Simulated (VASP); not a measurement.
# PbS: optical spectrum of independent particles, by functional and spin-orbit coupling

PbS, Cmcm (no. 63), 4 atoms in the cell.

| Functional | Spin-orbit coupling | ε at zero frequency, electronic | Mean energy of the absorption, weighted by Im ε (eV) | Direct gap on the mesh (eV) | Time (s) |
|---|---|---|---|---|---|
| PBE | no | 13.06 | 4.70 | 1.65 | 13 |
| LDA | no | 14.21 | 4.53 | 1.51 | 9.1 |
| PBEsol | no | 13.72 | 4.60 | 1.57 | 10 |
| r2SCAN | no | 11.14 | 5.11 | 1.94 | 59 |
| RPBE | no | 12.54 | 4.79 | 1.73 | 8.4 |
| PBE | yes | 14.37 | 4.55 | 1.53 | 46 |
| TB-mBJ | yes | 10.41 | 5.25 | 1.98 | 366 |

Limits: The 4×4×4 mesh is coarse for a spectrum: peaks stand apart that a denser mesh merges, and ε at zero frequency can be far too high; rows 1, 2, 3, 4, 5: spin-orbit coupling is left out, which can matter with atoms this heavy; the pull between electron and hole is left out; rows 1, 2, 3, 4, 5, 6: the onset follows the functional's gap, which semilocal functionals usually make too small; ε is the mean of a tensor that differs by direction.

## Input of the first row

INCAR:
```
ALGO = Normal
CSHIFT = 0.1
EDIFF = 1E-7
ENCUT = 300
GGA = PE
ISMEAR = 0
KPAR = 4
LASPH = True
LCHARG = False
LOPTICS = True
LWAVE = True
NBANDS = 44
NEDOS = 2000
PREC = Accurate
SIGMA = 0.02
```

KPOINTS:
```
k-points
0
Gamma
  4 4 4
```

POSCAR:
```
PbS
1.0
    2.0799526950     -5.9912968650      0.0000000000
    2.0799526950      5.9912968650      0.0000000000
    0.0000000000      0.0000000000      4.2793209400
Pb S
2 2
Direct
    0.1305633500      0.8694366500      0.2500000000
    0.8694366500      0.1305633500      0.7500000000
    0.3547970900      0.6452029100      0.2500000000
    0.6452029100      0.3547970900      0.7500000000
```

Commands:
```
cat potpaw_PBE.64/Pb_d/POTCAR potpaw_PBE.64/S/POTCAR > POTCAR
mpirun -np 4 vasp_std > vasp.out
```

Changes of row 6 against the first:
```
- NBANDS = 44
+ NBANDS = 88
+ LSORBIT = True
+ MAGMOM = 12*0
+ GGA_COMPAT = False
- vasp_std
+ vasp_ncl
```

VASP 6.6.1 took 13 s on 4 cores (Intel Xeon 6975P-C (Granite Rapids)), a shared host.
